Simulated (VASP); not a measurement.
# CuAu (P4/mmm) in VASP: further runs

The runs below take CuAu through single point, with PBE.

All numbers are computed with VASP 6.6.1; they aren't measurements. Logs are shortened: lines on timing, memory, paths and dates and some standing lists are left out, and cuts for length are marked.

## (1) The structure

Symmetry: P4/mmm, No. 123, tetragonal system. Conventional cell: a = 2.811 Å, b = 2.811 Å, c = 3.685 Å, α = 90.00°, β = 90.00°, γ = 90.00°. Au (site symmetry 4/mmm) is surrounded by 8 Cu at 2.71 Å and 4 Au at 2.81 Å. Around Cu (site symmetry 4/mmm) lie 8 Au at 2.71 Å and 4 Cu at 2.81 Å.

## (2) Single point, PBE

INCAR

```
SYSTEM = CuAu
ADDGRID  = .FALSE.      
ALGO     = Normal         ! electronic algorithm
EDIFF    = 1E-6           ! SCF threshold, eV
ENCUT    = 460            ! plane-wave cutoff, eV
GGA      = PE             ! functional
ISIF     = 2              ! what is computed and relaxed
ISMEAR   = 1              ! smearing method
LASPH    = .TRUE.         ! aspherical terms in the spheres
LCHARG   = .FALSE.        ! write CHGCAR
LREAL    = .FALSE.        ! projectors in reciprocal space
LWAVE    = .FALSE.        ! write WAVECAR
NBANDS   = 18             ! bands
NELM     = 100            ! most SCF steps
PREC     = Accurate       ! precision mode
SIGMA    = 0.05           ! smearing width, eV
```

KPOINTS

```
k-points
0
G
  10 10 8
  0 0 0
```

POSCAR

```
CuAu
1.0
    2.8107494552      0.0000000000      0.0000000000
    0.0000000000      2.8107494552      0.0000000000
    0.0000000000      0.0000000000      3.6850000000
Au Cu
1 1
Direct
    0.0257070000      0.0114430000     -0.0258500000
    0.4994280000      0.4658820000      0.5068750000
```

Potentials or basis: VASP PAW PBE potentials, release 64 (Au, Cu).

Launch:

```bash
$ cat potpaw_PBE.64/Au/POTCAR potpaw_PBE.64/Cu/POTCAR > POTCAR
$ mpirun -np 1 vasp_std > vasp.out
```

OUTCAR:

```text
SYSTEM = CuAu
   EDIFF = 1E-6
   ENCUT = 460
   GGA = PE
   ISIF = 2
   ISMEAR = 1
   LASPH = .TRUE.
   LREAL = .FALSE.
   NELM = 100
   PREC = Accurate

 Found    404 irreducible k-points:

 Following reciprocal coordinates:
            Coordinates               Weight
  0.000000  0.000000  0.000000      1.000000
  0.100000  0.000000  0.000000      2.000000
  0.000000  0.100000  0.000000      2.000000
  0.200000  0.000000  0.000000      2.000000
  0.000000  0.200000  0.000000      2.000000
  0.300000  0.000000  0.000000      2.000000
   k-points           NKPTS =    404   k-points in BZ     NKDIM =    404   number of bands    NBANDS=     18
   number of dos      NEDOS =    301   number of ions     NIONS =      2
   total plane-waves  NPLWV =  11200
   dimension x,y,z NGX =    20 NGY =   20 NGZ =   28
   dimension x,y,z NGXF=    40 NGYF=   40 NGZF=   56
   ions per type =               1   1
   NGX,Y,Z   is equivalent  to a cutoff of  11.83, 11.83, 12.63 a.u.
   NGXF,Y,Z  is equivalent  to a cutoff of  23.66, 23.66, 25.26 a.u.
 SYSTEM =  CuAu
   PREC   = accura    normal or accurate (medium, high low for compatibility)
   ISTART =      0    job   : 0-new  1-cont  2-samecut
   ICHARG =      2    charge: 1-file 2-atom 10-const
   ISPIN  =      1    spin polarized calculation?
   LNONCOLLINEAR =      F non collinear calculations
   LSORBIT =      F    spin-orbit coupling
   LASPH  =      T    aspherical Exc in radial PAW
   ENCUT  =  460.0 eV  33.81 Ry    5.81 a.u.   4.92  4.92  6.44*2*pi/ulx,y,z
   NELM   =    100;   NELMIN=  2; NELMDL= -5     # of ELM steps
   EDIFF  = 0.1E-05   stopping-criterion for ELM
   LREAL  =      F    real-space projection
   EDIFFG = 0.1E-04   stopping-criterion for IOM
   NSW    =      0    number of steps for IOM
   IBRION =     -1    ionic relax: 0-MD 1-quasi-New 2-CG
   NFREE  =      0    steps in history (QN), initial steepest desc. (CG)
   ISIF   =      2    stress and relaxation
   ISYM   =      2    0-nonsym 1-usesym 2-fastsym
   POTIM  = 0.5000    time-step for ionic-motion
   TEBEG  =    0.0;   TEEND  =   0.0 temperature during run
   PSTRESS=    0.0 pullay stress
   NELECT =      22.0000    total number of electrons
   NUPDOWN=      -1.0000    fix difference up-down
   EMIN   =  10.00;   EMAX   =-10.00  energy-range for DOS
   EFERMI =   0.00;   METHOD = LEGACY
   ISMEAR =     1;   SIGMA  =   0.05  broadening in eV -4-tet -1-fermi 0-gaus
   EFERMI_NEDOS =   21; number of points for ismear=-14 and -15
   IALGO  =     38    algorithm
   IMIX   =      4    mixing-type and parameters
     AMIX     =   0.40;   BMIX     =  1.00
     AMIX_MAG =   1.60;   BMIX_MAG =  1.00
  volume/ion in A,a.u.               =      14.56        98.23
  Fermi-wavevector in a.u.,A,eV,Ry     =   1.491152  2.817868 30.253005  2.223533
  Thomas-Fermi vector in A             =   2.603843
   LORBIT       =      0    0 simple, 1 ext, 2 COOP (PROOUT), +10 PAW based schemes
   GGA     = PE    functional components
   LHFCALC =     F    Hartree Fock is set to
   AEXX    =    0.0000 exact exchange contribution
   IVDW    =     0    specifies the selected vdW correction
   LEPSILON=     F    determine dielectric tensor
   LRPA    =     F    only Hartree local field effects (RPA)
 non-spin polarized calculation
 Methfessel and Paxton  Order N= 1 SIGMA  =   0.05
  energy-cutoff  :      460.00
  volume of cell :       29.11
 maximum number of plane-waves:       676
   NGX =  9   NGY =  9   NGZ = 13

 number of electron      21.9999994 magnetization

 Free energy of the ion-electron system (eV)
  ---------------------------------------------------
  ext. energy  EPLUGINS =         0.00000000
  ---------------------------------------------------
  free energy    TOTEN  =        -6.94989041 eV

  energy without entropy =       -6.94979163  energy(sigma->0) =       -6.94985748

 E-fermi :   8.7160     XC(G=0): -12.6529

 val. band max:        8.7104849971   @ k =   0.5000   0.1000   0.5000
 cond. band min:       8.7193670471   @ k =  -0.1000   0.5000   0.5000
 fundamental gap:      0.0088820500
 Fermi energy:         8.7159566927

 k-point     1 :       0.0000    0.0000    0.0000
  band No.  band energies     occupation
      1      -1.0415      2.00000
      2       2.1144      2.00000
      3       2.2655      2.00000
      4       4.6105      2.00000
      5       4.6894      2.00000
      6       5.7201      2.00000
[... 10 lines left out ...]
     17      25.4538      0.00000
     18      26.2528      0.00000

 k-point     2 :       0.1000    0.0000    0.0000
  band No.  band energies     occupation
      1      -0.8092      2.00000
      2       2.2276      2.00000
      3       2.3983      2.00000
      4       4.4839      2.00000
      5       4.7196      2.00000
      6       5.6063      2.00000
[... 10 lines left out ...]
     17      26.3001      0.00000
     18      27.1919      0.00000

 k-point     3 :       0.0000    0.1000    0.0000
  band No.  band energies     occupation
      1      -0.8100      2.00000
      2       2.2190      2.00000
      3       2.4080      2.00000
      4       4.5189      2.00000
      5       4.6845      2.00000
      6       5.6136      2.00000
[... 10 lines left out ...]
     17      26.3129      0.00000
     18      27.0693      0.00000

 k-point     4 :       0.2000    0.0000    0.0000
  band No.  band energies     occupation
      1      -0.1571      2.00000
      2       2.4455      2.00000
      3       2.8687      2.00000
      4       4.1084      2.00000
      5       4.8379      2.00000
      6       5.3132      2.00000
[... 10 lines left out ...]
     17      25.7786      0.00000
     18      27.4689      0.00000

 k-point     5 :       0.0000    0.2000    0.0000
  band No.  band energies     occupation
      1      -0.1606      2.00000
      2       2.4342      2.00000
      3       2.8842      2.00000
      4       4.1400      2.00000
      5       4.8068      2.00000
      6       5.3337      2.00000
[... 10 lines left out ...]
     17      25.8103      0.00000
     18      27.5195      0.00000

 k-point     6 :       0.3000    0.0000    0.0000
  band No.  band energies     occupation
      1       0.7665      2.00000
      2       2.7308      2.00000
      3       3.5093      2.00000
      4       3.6834      2.00000
      5       4.9086      2.00000
      6       5.0462      2.00000
[... 10 lines left out ...]
     17      23.9936      0.00000
     18      26.3458      0.00000

 [... further k-points ...]

------------------------ aborting loop because EDIFF is reached ----------------------------------------

  FORCE on cell =-STRESS in cart. coord.  units (eV):
  Direction    XX          YY          ZZ          XY          YZ          ZX
  --------------------------------------------------------------------------------------
  -------------------------------------------------------------------------------------
  Total        1.3781916      1.2292180      1.1081126      0.1147830     -0.3367506     -0.1994846
  in kB       75.8470029     67.6484297     60.9835505      6.3169342    -18.5326342    -10.9783761
  external PRESSURE =      68.1596610 kB  Pullay stress =       0.0000000 kB

 VOLUME and BASIS-vectors are now :
 -----------------------------------------------------------------------------
  energy-cutoff  :      460.00
  volume of cell :       29.11
      direct lattice vectors                 reciprocal lattice vectors
     2.810749455  0.000000000  0.000000000     0.355776997  0.000000000  0.000000000
     0.000000000  2.810749455  0.000000000     0.000000000  0.355776997  0.000000000
     0.000000000  0.000000000  3.685000000     0.000000000  0.000000000  0.271370421

 POSITION                                       TOTAL-FORCE (eV/Angst)
 -----------------------------------------------------------------------------------
      0.07226      0.03216      3.58974        -0.306078     -0.508347      0.923207
      1.40377      1.30948      1.86783         0.306078      0.508347     -0.923207
 -----------------------------------------------------------------------------------
    total drift:                                0.000235      0.001169     -0.001022

  FREE ENERGIE OF THE ION-ELECTRON SYSTEM (eV)
  ---------------------------------------------------
  free  energy   TOTEN  =        -6.9498904066 eV

  energy  without entropy=       -6.9497916254  energy(sigma->0) =       -6.94985748
```

OSZICAR:

```text
N       E                     dE             d eps       ncg     rms          rms(c)
DAV:   1     0.121881515111E+03    0.12188E+03   -0.10193E+04 15698   0.157E+03
DAV:   2    -0.313981418280E+01   -0.12502E+03   -0.11726E+03 14712   0.281E+02
DAV:   3    -0.785117149427E+01   -0.47114E+01   -0.46332E+01 17222   0.649E+01
DAV:   4    -0.791635501013E+01   -0.65184E-01   -0.65137E-01 17996   0.635E+00
DAV:   5    -0.791810241545E+01   -0.17474E-02   -0.17473E-02 18800   0.108E+00    0.116E+01
DAV:   6    -0.733915176558E+01    0.57895E+00   -0.62877E+00 15662   0.682E+01    0.539E+00
DAV:   7    -0.703780822491E+01    0.30134E+00   -0.25615E+00 17220   0.738E+01    0.606E+00
DAV:   8    -0.695753609083E+01    0.80272E-01   -0.24623E-01 18874   0.131E+01    0.292E+00
DAV:   9    -0.695045757267E+01    0.70785E-02   -0.17732E-02 22090   0.252E+00    0.182E-01
DAV:  10    -0.694992326311E+01    0.53431E-03   -0.38771E-03 19710   0.108E+00    0.115E-01
DAV:  11    -0.694989623585E+01    0.27027E-04   -0.12542E-04 21530   0.143E-01    0.232E-02
DAV:  12    -0.694988992681E+01    0.63090E-05   -0.13637E-05 21786   0.112E-01    0.141E-02
DAV:  13    -0.694989040657E+01   -0.47976E-06   -0.12052E-06  8906   0.125E-02
   1 F= -.69498904E+01 E0= -.69498575E+01  d E =-.987812E-04
```

stdout:

```text
POSCAR found type information on POSCAR AuCu
 POSCAR found :  2 types and       2 ions
 scaLAPACK will be used
 LDA part: xc-table for (Slater+PW92), standard interpolation
 POSCAR, INCAR and KPOINTS ok, starting setup
 FFT: planning ... GRIDC
 FFT: planning ... GRID_SOFT
 FFT: planning ... GRID
 WAVECAR not read
 entering main loop
```

It took 1.9 min on 1 thread of Intel Xeon Platinum 8375C at 2.90GHz (Ice Lake), shared host; peak memory 0.29 GiB.

These settings aren't checked as converged: the numbers below hold their error.

What came out:

* Free energy: -6.9499 eV
* Pressure: 6.8 GPa
* Largest force: 1.097 eV/Å
* Band gap on the k mesh: none (metal or under the smearing width)

## (3) Single point, PBE

Changes to INCAR since step 2:

```diff
@@ -15,2 +15,2 @@
 PREC     = Accurate       ! precision mode
-SIGMA    = 0.05           ! smearing width, eV
+SIGMA    = 0.02           ! smearing width, eV
```

KPOINTS is that of step 2.

POSCAR

```
CuAu
1.0
    2.8107494552      0.0000000000      0.0000000000
    0.0000000000      2.8107494552      0.0000000000
    0.0000000000      0.0000000000      3.6850000000
Au Cu
1 1
Direct
    0.0000000000      0.0000000000      0.0000000000
    0.5000000000      0.5000000000      0.5000000000
```

Potentials or basis: VASP PAW PBE potentials, release 64 (Au, Cu).

Launch:

```bash
$ cat potpaw_PBE.64/Au/POTCAR potpaw_PBE.64/Cu/POTCAR > POTCAR
$ mpirun -np 1 vasp_std > vasp.out
```

Run time: 34 s. Hardware: 1 thread of Intel Xeon Platinum 8375C at 2.90GHz (Ice Lake), shared host; peak memory 0.17 GiB.

The run converged, but some of its settings lie outside the range that counts as converged, so its numbers aren't taken as properties of the crystal.

What came out:

| Property | Result |
| --- | --- |
| Free energy | -7.0447 eV |
| Pressure | 4.7 GPa |
| Band gap on the k mesh | none (metal or under the smearing width) |

## (4) Single point, PBE

INCAR is that of step 3.

KPOINTS is that of step 3.

POSCAR

```
CuAu
1.0
    2.8107494552      0.0000000000      0.0000000000
    0.0000000000      2.8107494552      0.0000000000
    0.0000000000      0.0000000000      3.6850000000
Au Cu
1 1
Direct
    0.0257070000      0.0114430000     -0.0258500000
    0.4994280000      0.4658820000      0.5068750000
```

Launch:

```bash
$ cat potpaw_PBE.64/Au/POTCAR potpaw_PBE.64/Cu/POTCAR > POTCAR
$ mpirun -np 1 vasp_std > vasp.out
```

Wall time 2 min (1 thread of Intel Xeon Platinum 8375C at 2.90GHz (Ice Lake), shared host); peak memory 0.29 GiB.

These settings aren't checked as converged: the numbers below hold their error.

What came out:

```yaml
Free_energy: -6.9498 eV
Pressure: 6.9 GPa
Largest_force: 1.097 eV/Å
Band_gap_on_the_k_mesh: none (metal or under the smearing width)
```

(Part 1 of 2 ends here.)
